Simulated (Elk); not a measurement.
# Dielectric function and optical constants of BaS, part 2 of 2

Wanted: where BaS starts to absorb, how strongly, and its refractive index.

Elk 11.2.3 (patched build); DFT, LDA, all-electron APW+lo, Dirac cores, scalar-relativistic bands, independent-particle optical response without local fields.

So far. Step 2 (Ground state): There is a gap, 2.05 eV on this mesh (points off the mesh can give less), so no carriers' term is needed.

### Step 3. Independent particles

The spectrum is a sum over vertical transitions between filled and empty bands at the fixed density, so many empty bands are needed.

This step: DFT, LDA, all-electron APW+lo, Dirac cores, scalar-relativistic bands, independent-particle optical response without local fields (Elk 11.2.3 (patched build)).

elk.in

```
tasks
  121

optcomp
  1 1

xctype
  3

nempty
  12

lorbcnd
  .true.

rgkmax
  7.0

swidth
  0.0055124

wplot
  400 100 0
  0.0 0.58799

sppath
  './'

avec
  0.000000000000 6.035312810524 6.035312810524
  6.035312810524 0.000000000000 6.035312810524
  6.035312810524 6.035312810524 0.000000000000

atoms
  2
  'Ba.in'
  1
  0.000000000000 0.000000000000 0.000000000000   0.000 0.000 0.000
  'S.in'
  1
  0.500000000000 0.500000000000 0.500000000000   0.000 0.000 0.000

ngridk
  9 9 9
```

Launch:

```
$ OMP_NUM_THREADS=4 elk
```

Numbers of over 12 decimals in the logs are rounded to 6 here.

Output:

```text
┌─────────────────────────────────┐
│ Elk code version 11.2.3 started │
└─────────────────────────────────┘

┌────────────────────┐
│ Current task : 121 │
└────────────────────┘

Info(dielectric):
 dielectric tensor written to EPSILON_ij.OUT
 optical conductivity written to SIGMA_ij.OUT
 for components
  i = 1, j = 1

┌──────────────────┐
│ Elk code stopped │
└──────────────────┘
```

Wall time 1.1 s (4 threads of Arm Neoverse V1, shared host); peak memory 0.04 GiB; 4.4 s of CPU time.

Read-outs, printed or worked out from the files:

| Quantity | Value |
| --- | --- |
| electronic dielectric constant ε∞, mean over x, y and z (by symmetry where fewer were run) | 5.433 |
| main peak of Im epsilon, first axis | 5.961 eV |
| centre of weight of the strongest loss peak in the window | 10.90 eV |

Values under the direct gap are tails of Lorentzian lines. Im ε, E ∥ x against photon energy; read off at these points:

photon energy (eV), Im ε, E ∥ x and a bar:
```
     0.00       0.00 
     0.50       0.03 
     1.00       0.07 
     1.50       0.14 #
     2.00       0.51 ##
     2.50       1.81 #######
     3.00       2.29 #########
     3.50       2.92 ############
     4.00       3.41 ##############
     4.50       3.96 ################
     5.00       5.79 #######################
     5.50       6.01 ########################
     6.00       7.58 ##############################
     6.50       6.89 ###########################
     6.72       7.29 #############################
     7.00       5.36 #####################
     7.50       5.03 ####################
     8.00       3.64 ##############
     8.50       2.19 #########
     9.00       2.15 #########
     9.50       1.79 #######
    10.00       1.35 #####
    10.50       1.05 ####
    11.00       0.81 ###
    11.50       0.67 ###
    12.00       0.53 ##
    12.50       0.72 ###
    13.00       1.25 #####
    13.50       1.67 #######
    14.00       1.44 ######
    14.50       1.97 ########
    15.00       2.02 ########
    15.50       1.95 ########
```

Table of Re ε, E ∥ x by photon energy:

```
photon energy (eV)  Re ε, E ∥ x
                 0         5.43
                 1         5.64
                 2         6.69
                 3         6.73
                 4         5.93
                 5         5.77
                 6         2.70
                 7       -0.118
                 8        -1.09
                 9       -0.442
                10       -0.240
                11        0.246
                12        0.973
                13         1.56
                14         1.46
                15         1.17
```

Reflectivity at normal incidence, E ∥ x against photon energy; read off at these points:

```
photon energy (eV)  reflectivity at normal incidence, E ∥ x (%)
              0.00                                         16.0
              0.50                                         16.1
              1.00                                         16.6
              1.50                                         17.6
              2.00                                         19.6
              2.50                                         21.4
              3.00                                         21.3
              3.50                                         22.3
              4.00                                         21.6
              4.50                                         22.9
              5.00                                         26.9
              5.50                                         26.9
              6.00                                         32.2
              6.50                                         31.8
              6.80                                         37.0
              7.00                                         32.5
              7.50                                         36.4
              7.68                                         37.6
              8.00                                         34.6
              8.28                                         39.3
              8.50                                         34.7
              9.00                                         26.1
              9.50                                         24.9
             10.00                                         22.4
             10.50                                         19.2
             11.00                                         11.1
             11.50                                         5.14
             12.00                                         1.65
             12.50                                         2.88
             13.00                                         5.87
             13.50                                         8.53
             14.00                                         7.01
             14.50                                         11.1
             15.00                                         11.4
             15.50                                         12.3
```

Values under the direct gap are tails of Lorentzian lines. Loss function −Im 1/ε at q → 0, E ∥ x against energy loss; read off at these points:

```
energy loss (eV)  loss function −Im 1/ε at q → 0, E ∥ x
            0.00                                      0
            0.50                                 9.9e-4
            1.00                                0.00216
            1.50                                0.00402
            2.00                                 0.0113
            2.50                                 0.0345
            3.00                                 0.0454
            3.50                                 0.0537
            4.00                                 0.0728
            4.50                                 0.0767
            5.00                                 0.0866
            5.50                                  0.108
            6.00                                  0.117
            6.50                                  0.137
            7.00                                  0.186
            7.50                                  0.190
            8.00                                  0.252
            8.50                                  0.372
            9.00                                  0.446
            9.50                                  0.534
           10.00                                  0.716
           10.50                                  0.943
           11.00                                   1.13
           11.50                                  0.885
           12.00                                  0.433
           12.50                                  0.254
           13.00                                  0.314
           13.50                                  0.336
           13.68                                  0.392
           14.00                                  0.343
           14.50                                  0.370
           15.00                                  0.370
           15.50                                  0.430
```

The refractive index n and extinction k by photon energy:

```
photon energy (eV)      n        k
               0.0   2.33        0
               0.5   2.34  0.00635
               1.0   2.37   0.0145
               1.5   2.44   0.0293
               2.0   2.59   0.0983
               2.5   2.67    0.339
               3.0   2.63    0.436
               3.5   2.66    0.549
               4.0   2.53    0.675
               4.5   2.57    0.771
               5.0   2.64     1.10
               5.5   2.43     1.24
               6.0   2.32     1.63
               6.5   2.09     1.65
               7.0   1.62     1.66
               7.5   1.43     1.76
               8.0   1.16     1.56
               8.5  0.831     1.32
               9.0  0.936     1.15
               9.5  0.850     1.05
              10.0  0.753    0.899
              10.5  0.697    0.756
              11.0  0.739    0.548
              11.5  0.844    0.398
              12.0   1.02    0.261
              12.5   1.26    0.283
              13.0   1.33    0.470
              13.5   1.36    0.614
              14.0   1.32    0.542
              14.5   1.32    0.744
              15.0   1.32    0.761
              15.5   1.22    0.797
```

At chosen wavelengths:

```
wavelength (nm)     n      k  R (%)     1/α
           1550  2.36  0.011   16.4   11 µm
           1064  2.39  0.018   16.8  4.7 µm
            800  2.45  0.032   17.7  2.0 µm
            532  2.65  0.203   20.7  208 nm
            365  2.65  0.473   21.7   61 nm
            308  2.54  0.673   21.7   36 nm
            248  2.64  1.095   26.9   18 nm
```

Below the direct gap, k and the depth come from the tails of the Lorentzian lines, not from transitions.

Rows near the edge hang on the gap, which this functional as a rule makes too small, and phonon-assisted absorption is left out.

### Step 4. What came out

```json
{"electronic dielectric constant ε∞, mean over x, y and z (by symmetry where fewer were run) (independent particles)": "5.43", "main peak of Im epsilon, first axis": "5.96 eV", "centre of weight of the strongest loss peak in the window, first axis": "10.9 eV"}
```

In words: At this level (LDA, independent particles) BaS has ε∞ = 5.43 and n = 2.36 at 1550 nm, and Im ε peaks at 6.0 eV. On the mesh the gap is 2.05 eV and the least direct gap 2.16 eV, so on this mesh the band edges lie at different points. Distinct maxima of Im ε, read by a parabola through the highest points, lie at 3.09 eV (2.5), 5.34 eV (6.4), 5.96 eV (7.6) and 6.71 eV (7.3). Excitons and phonon-assisted transitions are missing, and so are local fields; LDA gaps are as a rule too small, which pulls the onset down and ε∞ up. Spin-orbit coupling is left out although heavy atoms are present. The sum runs over mesh points, so small or evenly spaced maxima can still be ripples of the mesh.

[Machine, clock and banner lines and Python warnings are left out of the logs.]

[Logs are printed without paths, hosts, clocks, repeated set-up lines and the standing remarks that a program may print on its own settings, such as how far it seeks lower states.]

[Hosts, paths, dates, database ids (printed as entryN), source tags and the programs' standing remarks are cut or masked in the printed files.]
